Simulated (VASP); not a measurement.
The system is GaN.

```xyz
2
Lattice="0.0000 2.2500 2.2500 2.2500 0.0000 2.2500 2.2500 2.2500 0.0000" Properties=species:S:1:pos:R:3 pbc="T T T"
Ga    0.0000    0.0000    0.0000
N     1.1250    1.1250    1.1250
```

The cell was built by a generator and needn't be a form met in nature.

Program: VASP 6.6.1. Alike in all runs: task single point; potentials or basis VASP PAW PBE potentials, release 64 (Ga_d, N); no spin polarisation; cell as given; k mesh 8 × 8 × 8; cutoff (eV) 520; smearing fermi-dirac 0.05 eV.

**Question.** Order these runs on this cell by their band gap on the k mesh, lowest first.
A. level TB-mBJ
B. level PBEsol
C. level SCAN

**Answer.** B (1.71 eV), C (2.05 eV), A (2.89 eV).

A k mesh can miss the band edges.

Not every run made on this cell is shown here.
